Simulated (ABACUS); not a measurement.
Runs of ABACUS 3.10.1 on InP. Symmetry: F-43m, No. 216, cubic system. Conventional cell: a = 5.861 Å, b = 5.861 Å, c = 5.861 Å, α = 90.00°, β = 90.00°, γ = 90.00°. In (site symmetry -43m) is surrounded by 4 P at 2.54 Å. P (site symmetry -43m) is surrounded by 4 In at 2.54 Å. 

| task | level | potentials or basis | spin | cell | k mesh | cutoff (eV) | SCF threshold on the density | eigensolver | mixing share | symmetry key | path | mesh quality | gap on the mesh (eV) | pressure (GPa) |
| --- | --- | --- | --- | --- | --- | --- | --- | --- | --- | --- | --- | --- | --- | --- |
| relaxation of cell and atoms | SCAN | SG15 ONCV 1.2 PBE, DZP LCAO (the cutoffs set its grid) | off | relaxed | 6 × 6 × 6 | 1361 | 1e-07 | scalapack_gvx | 0.7 | 1 | - | not flagged | (b) | 0.0 |
| single point | PBE | PseudoDojo NC FR 0.4 PBE stringent, DZP LCAO (the cutoffs set its grid) | SOC, no magnetisation | as given | 5 × 5 × 5 | 1361 | 1e-07 | genelpa | 0.4 | 0 | - | not flagged | 0.91 | (a) |
| single point | SCAN | SG15 ONCV 1.2 PBE, DZP LCAO (the cutoffs set its grid) | off | as given | 6 × 6 × 6 | 1361 | 1e-07 | genelpa | 0.7 | 1 | - | not flagged | 0.91 | 1.0 |
| single point | AM05 | SSSP 1.3 efficiency PBE, plane waves | off | as given | 6 × 6 × 6 | 748 | 1e-08 | dav | 0.7 | 1 | - | not flagged | 0.68 | 1.2 |

Alike in all rows: smearing fermi-dirac 0.05 eV.

Estimate the missing entries.

(a) 3.9; (b) 0.82.

Caveats: the atomic orbitals were generated for these runs and aren't a published set (some runs); the potentials were made for another functional, which shifts forces and pressure (some runs); spin-orbit coupling is left out, which moves the levels of the heavy elements (some runs); the basis of atomic orbitals isn't converged, which shifts pressures, moduli and gaps (some runs).

A k mesh can miss the band edges, and rows without SOC leave out spin-orbit coupling on In.

The runs don't all hold the same shells in valence.
